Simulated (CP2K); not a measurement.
Write the native input for CP2K 2026.2 that does the following.

- Task: single point
- Functional: PBEsol
- Potentials or basis: POTENTIAL_UZH Zr GTH-PBE-q12; TZVP-MOLOPT-PBE-GTH basis
- Density cutoff: 6123 eV
- k mesh: 9 × 9 × 5
- Occupations: fermi-dirac, width 0.05 eV
- Spin: no spin polarisation
- SCF solver: diagonalisation with k points
- Quickstep method: GPW
- EPS_DEFAULT: 1.0E-10
- EPS_SCF: 1.0E-6
- MAX_SCF: 100
- SCF_GUESS: ATOMIC
- k points reduced by the point group: yes
- Mesh centred on Gamma: yes
- CHOLESKY: OFF
- EPS_EIGVAL: 1.0E-7
- MIXING METHOD: BROYDEN_MIXING
- MIXING ALPHA: 0.4
- NBUFFER: 8
- NGRIDS: 4
- Basis sets: Zr TZVP-MOLOPT-PBE-GTH-q12
- Potentials: Zr GTH-PBE-q12 of POTENTIAL_UZH
- ADDED_MOS: [16]
- REL_CUTOFF (Ry): 60 Ry
- MIXING BETA (1/bohr): 1.5 1/bohr
- CUTOFF of the grids: 450 Ry

The system is Zr.

```
CELL_PARAMETERS angstrom
3.23200 0.00000 0.00000
-1.61600 2.79899 0.00000
0.00000 0.00000 5.14700
ATOMIC_POSITIONS crystal
Zr 0.66667 0.33333 0.75000
Zr 0.33333 0.66667 0.25000
```

These files were run (other wordings do the same):

zr_scf.inp

```
&GLOBAL
  PROJECT zr_scf
  RUN_TYPE ENERGY_FORCE
  PRINT_LEVEL LOW
&END GLOBAL
&FORCE_EVAL
  METHOD QS
  STRESS_TENSOR ANALYTICAL
  &DFT
    BASIS_SET_FILE_NAME BASIS_MOLOPT_UZH
    POTENTIAL_FILE_NAME POTENTIAL_UZH
    &MGRID
      CUTOFF 450
      REL_CUTOFF 60
      NGRIDS 4
    &END MGRID
    &QS
      METHOD GPW
      EPS_DEFAULT 1.0E-10
    &END QS
    &KPOINTS
      SCHEME MONKHORST-PACK 9 9 5
      GAMMA_CENTERED T
      SYMMETRY T
      SYMMETRY_BACKEND SPGLIB
    &END KPOINTS
    &SCF
      SCF_GUESS ATOMIC
      EPS_SCF 1.0E-6
      MAX_SCF 100
      ADDED_MOS 16
      CHOLESKY OFF
      EPS_EIGVAL 1.0E-7
      &DIAGONALIZATION ON
        ALGORITHM STANDARD
      &END DIAGONALIZATION
      &MIXING ON
        METHOD BROYDEN_MIXING
        ALPHA 0.4
        BETA 1.5
        NBUFFER 8
      &END MIXING
      &SMEAR ON
        METHOD FERMI_DIRAC
        ELECTRONIC_TEMPERATURE [K] 580.226
      &END SMEAR
    &END SCF
    &XC
      &XC_FUNCTIONAL
        &GGA_X_PBE_SOL
        &END GGA_X_PBE_SOL
        &GGA_C_PBE_SOL
        &END GGA_C_PBE_SOL
      &END XC_FUNCTIONAL
    &END XC
    &PRINT
      &KPOINTS ON
      &END KPOINTS
      &MULLIKEN ON
      &END MULLIKEN
      &MO ON
        ENERGIES T
        OCCUPATION_NUMBERS T
        &EACH
          QS_SCF 0
        &END EACH
        ADD_LAST NUMERIC
      &END MO
      &LOWDIN ON
      &END LOWDIN
      &HIRSHFELD ON
        SHAPE_FUNCTION DENSITY
      &END HIRSHFELD
    &END PRINT
  &END DFT
  &SUBSYS
    &CELL
      ABC 3.2320000000 3.2320000000 5.1470000000
      ALPHA_BETA_GAMMA 90.0000000000 90.0000000000 120.0000000003
      PERIODIC XYZ
    &END CELL
    &COORD
      SCALED
      Zr  0.6666666667 0.3333333333 0.7500000000
      Zr  0.3333333333 0.6666666667 0.2500000000
    &END COORD
    &KIND Zr
      BASIS_SET TZVP-MOLOPT-PBE-GTH-q12
      POTENTIAL GTH-PBE-q12
    &END KIND
    &PRINT
      &ATOMIC_COORDINATES ON
      &END ATOMIC_COORDINATES
      &CELL ON
      &END CELL
    &END PRINT
  &END SUBSYS
  &PRINT
    &FORCES ON
    &END FORCES
    &STRESS_TENSOR ON
    &END STRESS_TENSOR
  &END PRINT
&END FORCE_EVAL
```

Potentials or basis: POTENTIAL_UZH Zr GTH-PBE-q12; TZVP-MOLOPT-PBE-GTH basis.

Command:

```console
$ OMP_NUM_THREADS=1 cp2k.psmp -i zr_scf.inp -o zr_scf.out
```

Results of the run:

```json
{
 "Pressure": "-2.4 GPa",
 "Band gap on the k mesh": "none (metal or under the smearing width)"
}
```

Caveat: the potentials were made for another functional, which shifts forces and pressure; the basis of atomic orbitals isn't converged, which shifts pressures, moduli and gaps.

Run time: 100 s on 1 thread of Arm Neoverse V1, on a shared host, peak memory 0.41 GiB.
